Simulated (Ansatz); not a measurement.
# AlGa3N4: the cost of one run

Program: Ansatz 0.2.0. Level of theory: DFT r2SCAN, scalar-relativistic, plane waves, PAW. These are calculated values, not measurements.

1 further run of the same task is left out (set aside as unsound or not needed). Runs told in other sessions of the task aren't counted.

## (1) Starting point

The structure is cubic, space group P-43m (No. 215). The conventional cell has a = 4.465 Å, b = 4.465 Å, c = 4.465 Å, α = 90.00°, β = 90.00°, γ = 90.00°. Al (site symmetry -43m) has 4 N at 1.89 Å in its first shell of neighbours. Ga (site symmetry -42m) has 4 N at 1.95 Å in its first shell of neighbours. Around N (site symmetry 3m) lie 1 Al at 1.89 Å and 3 Ga at 1.95 Å.

As a file:

```cif
data_structure
_symmetry_space_group_name_H-M 'P 1'
_symmetry_Int_Tables_number 1
_cell_length_a 4.4653
_cell_length_b 4.4653
_cell_length_c 4.4653
_cell_angle_alpha 90.000
_cell_angle_beta 90.000
_cell_angle_gamma 90.000
_cell_volume 89.04
loop_
_atom_site_label
_atom_site_type_symbol
_atom_site_fract_x
_atom_site_fract_y
_atom_site_fract_z
_atom_site_occupancy
Al1 Al 0.00000 0.00000 0.00000 1
Ga1 Ga 0.50000 0.50000 0.00000 1
Ga2 Ga 0.50000 0.00000 0.50000 1
Ga3 Ga 0.00000 0.50000 0.50000 1
N1 N 0.75535 0.75535 0.24465 1
N2 N 0.75535 0.24465 0.75535 1
N3 N 0.24465 0.75535 0.75535 1
N4 N 0.24465 0.24465 0.24465 1
```

It goes back to an entry of the Materials Project, which need not be the stable form.

It is the result of an earlier relaxation at this level (volume 11.13 Å³/atom; gap on the mesh: 2.82 eV).

## (2) Zero of energy

The reference gives a free energy of -13457.5507 eV, pressure 0.01 GPa, largest force 0.001 eV/Å and gap on the mesh 2.82 eV. It was computed beforehand with the settings of the runs below.

## (3) Next: a sublattice displacement scan

Every Ga atom is moved by x along the Cartesian unit vector (0.707, -0.707, 0.000); the cell and all other atoms stay fixed. Forces below are components along that vector, summed over the moved atoms.

## (4) At x = -0.100 Å

File input.yaml:

```yaml
crystal:
  lattice:
    - [4.4653444522, 0.0, 0.0]
    - [0.0, 4.4653444522, 0.0]
    - [0.0, 0.0, 4.4653444522]
  atoms:
    - { symbol: Al, position: [0.0, 0.0, 0.0] }
    - { symbol: Ga, position: [0.4841645636, 0.5158354364, 0.0] }
    - { symbol: Ga, position: [0.4841645636, 0.0158354364, 0.5] }
    - { symbol: Ga, position: [-0.0158354364, 0.5158354364, 0.5] }
    - { symbol: "N", position: [0.7553510553, 0.7553510553, 0.2446489447] }
    - { symbol: "N", position: [0.7553510553, 0.2446489447, 0.7553510553] }
    - { symbol: "N", position: [0.2446489447, 0.7553510553, 0.7553510553] }
    - { symbol: "N", position: [0.2446489447, 0.2446489447, 0.2446489447] }
basis:
  ecutwfc: 500
kpoints:
  mp_grid: { grid: [6, 6, 6] }
hamiltonian:
  xc: r2scan
scf:
  occupations: { method: gaussian, width: 0.05 }
output:
  forces: true
  stress: true
  eigenvalues: true
```

Command:

```sh
$ ansatz run input.yaml --threads 2 --pin off --max-ram 5120MiB --backend cpu --events-out ev --progress --plain --runs-dir out
```

What time and memory should one allow on 2 threads of Arm Neoverse V2, shared host?

About 24 s, with a peak of 0.61 GiB.
